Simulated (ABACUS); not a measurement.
# Ce (Im-3m) in ABACUS: a series of runs

The runs below take Ce through relaxation of cell and atoms, with PBE.

Everything below comes from runs of ABACUS 3.10.1. Logs are shortened: lines on timing, memory, paths and dates and some standing lists are left out, and cuts for length are marked.

## 1. The structure

It takes space group Im-3m (No. 229, cubic). Conventional cell: a = 3.887 Å, b = 3.887 Å, c = 3.887 Å, α = 90.00°, β = 90.00°, γ = 90.00°. Around Ce (site symmetry m-3m) lie 8 Ce at 3.37 Å.

This isn't the form of Ce at room conditions, which is fcc.

## 2. Relaxation of cell and atoms, PBE, target pressure 10 GPa, at which the enthalpy is minimised

run_abacus.py

```python
"""ABACUS run from a structure file: ASE reads it, the script writes STRU, KPT and INPUT."""
import re
import subprocess
from ase.io import read
from ase.units import Bohr

atoms = read("POSCAR")
atoms = atoms[(-atoms.numbers).argsort(kind="stable")]  # ABACUS lists atoms element by element
pseudo = {'Ce': 'Ce.upf'}
orbital = {}
magmoms = None
kmesh = [7, 7, 7]
params = {
    'suffix': 'Ce',
    'calculation': 'cell-relax',
    'basis_type': 'pw',
    'pseudo_dir': './',
    'symmetry': 1,
    'dft_functional': 'pbe',
    'ecutwfc': 49,
    'pseudo_rcut': 10,
    'nspin': 1,
    'nbands': 10,
    'ks_solver': 'dav',
    'smearing_method': 'fd',
    'smearing_sigma': 0.00367493,
    'scf_thr': 1e-08,
    'scf_nmax': 100,
    'mixing_type': 'broyden',
    'mixing_beta': 0.7,
    'cal_force': 1,
    'cal_stress': 1,
    'relax_nmax': 60,
    'force_thr_ev': 0.005,
    'relax_method': 'cg',
    'out_stru': 1,
    'stress_thr': 0.5,
    'press1': 100,
    'press2': 100,
    'press3': 100,
    'kpar': 4,
}

symbols = atoms.get_chemical_symbols()
elements = list(dict.fromkeys(symbols))
lines = ["ATOMIC_SPECIES"] + [f"{e} {atoms.get_masses()[symbols.index(e)]:.4f} {pseudo[e]}" for e in elements]
if orbital:
    lines += ["", "NUMERICAL_ORBITAL"] + [orbital[e] for e in elements]
lines += ["", "LATTICE_CONSTANT", f"{1 / Bohr:.10f}", "", "LATTICE_VECTORS"]
lines += [" ".join(f"{x:.10f}" for x in v) for v in atoms.cell]
lines += ["", "ATOMIC_POSITIONS", "Direct"]
for e in elements:
    lines += ["", e, "0.0", str(symbols.count(e))]
    for i, p in enumerate(atoms.get_scaled_positions(wrap=False)):
        if symbols[i] == e:
            mag = "" if magmoms is None else " mag " + " ".join(str(x) for x in (magmoms[i] if isinstance(magmoms[i], list) else [magmoms[i]]))
            lines.append(" ".join(f"{x:.10f}" for x in p) + " 1 1 1" + mag)
open("STRU", "w").write("\n".join(lines) + "\n")
open("KPT", "w").write("K_POINTS\n0\nGamma\n%d %d %d 0 0 0\n" % tuple(kmesh))
open("INPUT", "w").write("INPUT_PARAMETERS\n" + "".join(f"{k:<20s}{v}\n" for k, v in params.items()))

done = subprocess.run(['mpirun', '-np', '4', 'abacus'])
if done.returncode:
    raise SystemExit(done.returncode)
log = open("OUT.Ce/running_cell-relax.log").read()
print("final energy (eV):", re.findall(r"FINAL_ETOT_IS (\S+)", log))
```

POSCAR

```
Ce
1.0
   -1.9432985503      1.9432985503      1.9432985503
    1.9432985503     -1.9432985503      1.9432985503
    1.9432985503      1.9432985503     -1.9432985503
Ce
1
Direct
    0.0000000000      0.0000000000      0.0000000000
```

Potentials or basis: PseudoDojo NC SR 0.4.1 PBE standard, lanthanides 3+ (f in core), plane waves.

Run with:

```console
> OMP_NUM_THREADS=1 python run_abacus.py > log
```

running log:

```text
ABACUS v3.10.1

               Atomic-orbital Based Ab-initio Computation at UStc

 ------------------------------------------------------------------------------------

 READING GENERAL INFORMATION
                           global_out_dir = OUT.Ce/
                           global_in_card = INPUT
                               pseudo_dir = ./
                              orbital_dir =
                                    DSIZE = 4
                                    GSIZE = 1

 READING UNITCELL INFORMATION
                                    ntype = 1
                  lattice constant (Bohr) = 1.88973
              lattice constant (Angstrom) = 1

 READING ATOM TYPE 1
                               atom label = Ce
                      L=0, number of zeta = 1
                      L=1, number of zeta = 1
                      L=2, number of zeta = 1
             number of atom for this type = 1

                        TOTAL ATOM NUMBER = 1
DIRECT COORDINATES
    atom                   x                   y                   z     mag                  vx                  vy                  vz
taud_Ce1            0.0000000000        0.0000000000        0.0000000000  0.0000        0.0000000000        0.0000000000        0.0000000000

                          Volume (Bohr^3) = 198.096
                             Volume (A^3) = 29.3547

 Lattice vectors: (Cartesian coordinate: in unit of a_0)
              -1.9433             +1.9433             +1.9433
              +1.9433             -1.9433             +1.9433
              +1.9433             +1.9433             -1.9433
 Reciprocal vectors: (Cartesian coordinate: in unit of 2 pi/a_0)
                   +0           +0.257294           +0.257294
            +0.257294                  +0           +0.257294
            +0.257294           +0.257294                  +0
 The esolver type has been set to : ksdft_pw

                PAO radial cut off (Bohr) = 10

 Read in pseudopotential file is Ce.upf
                     pseudopotential type = NC
          exchange-correlation functional = PBE
                 nonlocal core correction = 1
                        valence electrons = 11
                                     lmax = 3
                           number of zeta = 4
                     number of projectors = 7
                           L of projector = 0
                           L of projector = 0
                           L of projector = 1
                           L of projector = 1
                           L of projector = 2
                           L of projector = 2
                           L of projector = 3
     initial pseudo atomic orbital number = 10

 SETUP THE ELECTRONS NUMBER
            electron number of element Ce = 11
      total electron number of element Ce = 11
            AUTOSET number of electrons:  = 11
                           occupied bands = 6
                                   NBANDS = 10
                                   NLOCAL = 9

%%%%%%%%%%%%%%%%%%%%%%%%%%%%%%%%%%%%%%%%%%%%%%%%%%%%%%%%%%%%%%%%%%%%%%%%%%%%%%%%%%%%%%%%%%%%%%%%%%%%%%%%%%
 Warning: the number of valence electrons in pseudopotential > 4 for Ce: [Xe] 4f1 5d1 6s2
 Pseudopotentials with additional electrons can yield (more) accurate outcomes, but may be less efficient.
 If you're confident that your chosen pseudopotential is appropriate, you can safely ignore this warning.
%%%%%%%%%%%%%%%%%%%%%%%%%%%%%%%%%%%%%%%%%%%%%%%%%%%%%%%%%%%%%%%%%%%%%%%%%%%%%%%%%%%%%%%%%%%%%%%%%%%%%%%%%%

 SETUP THE PLANE WAVE BASIS
 energy cutoff for charge/potential (unit:Ry) = 196
            fft grid for charge/potential = [ 30, 30, 30 ]
                        fft grid division = [ 1, 1, 1 ]
        big fft grid for charge/potential = [ 30, 30, 30 ]
                                     nbxx = 27000
                                     nrxx = 27000

 SETUP PLANE WAVES FOR CHARGE/POTENTIAL
                    number of plane waves = 9189
                         number of sticks = 599

 PARALLEL PW FOR CHARGE/POTENTIAL
     PROC   COLUMNS(POT)             PW
        1            599           9189
 --------------- sum -------------------
        1            599           9189
                            number of |g| = 124
                                  max |g| = 17.6093
                                  min |g| = 0

----------- Double Check Mixing Parameters Begin ------------
mixing_type: broyden
mixing_beta: 0.7
mixing_gg0: 1
mixing_gg0_min: 0.1
mixing_ndim: 8
----------- Double Check Mixing Parameters End ------------

 LATTICE VECTORS: (CARTESIAN COORDINATE: IN UNIT OF A0)
              -1.9433             +1.9433             +1.9433
              +1.9433             -1.9433             +1.9433
              +1.9433             +1.9433             -1.9433
                       right hand lattice = 1
                                   NORM_A = 3.36589
                                   NORM_B = 3.36589
                                   NORM_C = 3.36589
                           ALPHA (DEGREE) = 109.471
                           BETA  (DEGREE) = 109.471
                           GAMMA (DEGREE) = 109.471

 The lattice vectors have been changed (STRU_SIMPLE.cif)

(for optimal symmetric configuration:)
                             BRAVAIS TYPE = 2
                     BRAVAIS LATTICE NAME = 02. Cubic I (body-centered)
                                    ibrav = 2
                                    IBRAV = 2
                                  BRAVAIS = BODY CENTERED CUBIC
                       LATTICE CONSTANT A = 3.8866
Original cell was already a primitive cell.
                        ROTATION MATRICES = 48
              PURE POINT GROUP OPERATIONS = 48
                   SPACE GROUP OPERATIONS = 48
                              POINT GROUP = O_h
               POINT GROUP IN SPACE GROUP = O_h

 SETUP K-POINTS
                                    nspin = 1
                   Input type of k points = Monkhorst-Pack(Gamma)
                                   nkstot = 343
                       right hand lattice = 1
(for reciprocal lattice: )
                             BRAVAIS TYPE = 3
                     BRAVAIS LATTICE NAME = 03. Cubic F (face-centered)
                                    ibrav = 3
                       right hand lattice = 1
(for k-lattice: )
                             BRAVAIS TYPE = 3
                     BRAVAIS LATTICE NAME = 03. Cubic F (face-centered)
                                    ibrav = 3
                       right hand lattice = 1
                        ROTATION MATRICES = 48
                               nkstot_ibz = 20
K-POINTS REDUCTION ACCORDING TO SYMMETRY
     IBZ    DIRECT_X    DIRECT_Y    DIRECT_Z  WEIGHT  ibz2bz
       1  0.00000000  0.00000000  0.00000000  0.0029       0
       2 -0.14285714  0.14285714  0.00000000  0.0350       1
       3 -0.28571429  0.28571429  0.00000000  0.0350       2
       4 -0.42857143  0.42857143  0.00000000  0.0350       3
       5 -0.14285714 -0.14285714  0.28571429  0.0700       8
       6 -0.14285714 -0.28571429  0.42857143  0.1399       9
[... 12 lines left out ...]
      19  0.42857143  0.42857143  0.42857143  0.0233     130
      20 -0.42857143  0.42857143  0.42857143  0.0175     172

                               nkstot now = 20
[... K-POINTS DIRECT COORDINATES: 20 rows ...]

           k-point number in this process = 5
       minimum distributed K point number = 5
[... stars of the k points ...]

[... K-POINTS CARTESIAN COORDINATES: 5 rows ...]

[... K-POINTS DIRECT COORDINATES: 5 rows ...]

 SETUP PLANE WAVES FOR WAVE FUNCTIONS
     energy cutoff for wavefunc (unit:Ry) = 49
              fft grid for wave functions = [ 30, 30, 30 ]
                    number of plane waves = 1433
                         number of sticks = 173

 PARALLEL PW FOR WAVE FUNCTIONS
     PROC   COLUMNS(POT)             PW
        1            173           1433
 --------------- sum -------------------
        1            173           1433

 SETUP NONLOCAL PSEUDOPOTENTIALS IN PLANE WAVE BASIS
 Ce non-local projectors:
 projector 1 L=0
 projector 2 L=0
 projector 3 L=1
 projector 4 L=1
 projector 5 L=2
 projector 6 L=2
 projector 7 L=3
      TOTAL NUMBER OF NONLOCAL PROJECTORS = 25

 Init Non-Local PseudoPotential table :
 Init Non-Local-Pseudopotential done.

                                     npwx = 1157

 Make real space PAO into reciprocal space.
       max mesh points in Pseudopotential = 1001
     dq(describe PAO in reciprocal space) = 0.01
                                    max q = 1408

 number of pseudo atomic orbitals for Ce is 4
WARNING: norm of atomic wavefunction # 3 of atomic type Ce is 0.999626, renormalized
WARNING: norm of atomic wavefunction # 4 of atomic type Ce is 0.998218, renormalized

 -------------------------------------------
 STEP OF RELAXATION : 1
 -------------------------------------------
                                 init_chg = atomic

 PW ALGORITHM --------------- ION=   1  ELEC=   1--------------------------------
 Notice: Threshold on eigenvalues was too large.
 hsover_error=0.11 > DRHO=0.00416959
 Origin diag ethr = 0.01
 New diag ethr = 3.79054e-05

 Density error is 0.00517178803885
                          Error Threshold = 3.79053690197e-05
----------------------------------------------------------
     Energy           Rydberg                 eV
----------------------------------------------------------
 E_KohnSham     -71.4443506113       -972.0502582237
 E_Harris       -71.6569303287       -974.9425536599
 E_Fermi        1.0346381703         14.0769744843
----------------------------------------------------------

 PW ALGORITHM --------------- ION=   1  ELEC=   2--------------------------------

 Density error is 4.84240889789e-05
                          Error Threshold = 4.70162548986e-05
----------------------------------------------------------
     Energy           Rydberg                 eV
----------------------------------------------------------
 E_KohnSham     -71.4451164601       -972.0606781308
 E_Harris       -71.4557228654       -972.2049856779
 E_Fermi        1.0301178928         14.0154729541
----------------------------------------------------------

 PW ALGORITHM --------------- ION=   1  ELEC=   3--------------------------------
[... 465 lines left out ...]
------------------------------------------------------------------------------------------
 TOTAL-FORCE (eV/Angstrom)
------------------------------------------------------------------------------------------
                       Ce1         0.0000000000         0.0000000000         0.0000000000
------------------------------------------------------------------------------------------

----------------------------------------------------------------
 TOTAL-STRESS (KBAR)
----------------------------------------------------------------
        99.8761792461        -0.0000000000        -0.0000000000
        -0.0000000000        99.8761792461         0.0000000000
         0.0000000000         0.0000000000        99.8761792461
----------------------------------------------------------------
 TOTAL-PRESSURE: 99.876179 KBAR

 Largest gradient in force is 0.000000 eV/A.
 Threshold is 0.005000 eV/A.

 Largest gradient in stress is 0.123821 kbar.
 Threshold is 0.500000 kbar.

 Relaxation is converged!

 --------------------------------------------
 !FINAL_ETOT_IS -972.1174745164330488 eV
 --------------------------------------------
```

It took 11 s on 4 MPI ranks of AMD EPYC (Zen 3), shared host; peak memory 0.36 GiB.

Results:

| Item | Value |
| --- | --- |
| Free energy | -972.1175 eV |
| Band gap on the k mesh | none (metal or under the smearing width) |

Levels at points of the mesh, in eV from the Fermi level:
| k point | band 1 | band 2 | band 3 | band 4 | band 5 | band 6 | band 7 | band 8 | band 9 |
| --- | --- | --- | --- | --- | --- | --- | --- | --- | --- |
| (0.00, 0.00, 0.00) | -34.59 | -16.29 | -16.29 | -16.29 | -3.34 | 1.57 | 1.57 | 1.57 | 4.25 |

Caveat: the local potential of these files has a noisy tail that shifts the pressure, which isn't listed; the 4f electrons are frozen in the core as for a trivalent ion, so they carry no moment and show no levels. Spin-orbit coupling is left out, which matters for the levels of Ce.

## 3. Relaxation of cell and atoms, PBE, target pressure 20 GPa, at which the enthalpy is minimised

run_abacus.py: that of step 2 with these lines changed.

```diff
@@ -37,5 +37,5 @@
     'stress_thr': 0.5,
-    'press1': 100,
-    'press2': 100,
-    'press3': 100,
+    'press1': 200,
+    'press2': 200,
+    'press3': 200,
     'kpar': 4,
```

POSCAR is that of step 2.

Potentials or basis: PseudoDojo NC SR 0.4.1 PBE standard, lanthanides 3+ (f in core), plane waves.

Run with:

```console
> OMP_NUM_THREADS=1 python run_abacus.py > log
```

Run time: 37 s. Hardware: 4 MPI ranks of AMD EPYC (Zen 3), shared host; peak memory 0.36 GiB.

The run converged. Its results:

* Free energy: -971.7591 eV
* Band gap on the k mesh: none (metal or under the smearing width)

Levels at points of the mesh, in eV from the Fermi level:
```
           k point  band 3  band 4  band 5  band 6  band 7  band 8
(0.00, 0.00, 0.00)  -15.75  -15.75   -2.99    1.69    1.69    1.69
```

Caveat: the local potential of these files has a noisy tail that shifts the pressure, which isn't listed; the 4f electrons are frozen in the core as for a trivalent ion, so they carry no moment and show no levels.

## 4. Relaxation of cell and atoms, PBE, target pressure 30 GPa, at which the enthalpy is minimised

run_abacus.py: that of step 3 with these lines changed.

```diff
@@ -37,5 +37,5 @@
     'stress_thr': 0.5,
-    'press1': 200,
-    'press2': 200,
-    'press3': 200,
+    'press1': 300,
+    'press2': 300,
+    'press3': 300,
     'kpar': 4,
```

POSCAR is that of step 3.

Run with:

```console
> OMP_NUM_THREADS=1 python run_abacus.py > log
```

Wall time 26 s (4 MPI ranks of AMD EPYC (Zen 3), shared host); peak memory 0.36 GiB.

It converged, with:

```
Free energy            : -971.4109 eV
Band gap on the k mesh : none (metal or under the smearing width)
```

Levels at points of the mesh, in eV from the Fermi level:
| k point | band 2 | band 3 | band 4 | band 5 | band 6 | band 7 | band 8 |
| --- | --- | --- | --- | --- | --- | --- | --- |
| (0.00, 0.00, 0.00) | -15.36 | -15.36 | -15.36 | -2.63 | 1.76 | 1.76 | 1.76 |

Caveat: the local potential of these files has a noisy tail that shifts the pressure, which isn't listed; the 4f electrons are frozen in the core as for a trivalent ion, so they carry no moment and show no levels.

## 5. The runs side by side

| cell | gap on the mesh (eV) |
| --- | --- |
| relaxed to 10 GPa | none |
| relaxed to 20 GPa | none |
| relaxed to 30 GPa | none |

Alike in all rows: task relaxation of cell and atoms; level PBE; potentials or basis PseudoDojo NC SR 0.4.1 PBE standard, lanthanides 3+ (f in core), plane waves; no spin polarisation; k mesh 7 × 7 × 7; cutoff (eV) 667; smearing fermi-dirac 0.05 eV.

Caveats: the local potential of these files has a noisy tail that shifts the pressure, which isn't listed; the 4f electrons are frozen in the core as for a trivalent ion, so they carry no moment and show no levels.

Total energies depend on the potentials used, so only differences within one code and one set of settings carry meaning.
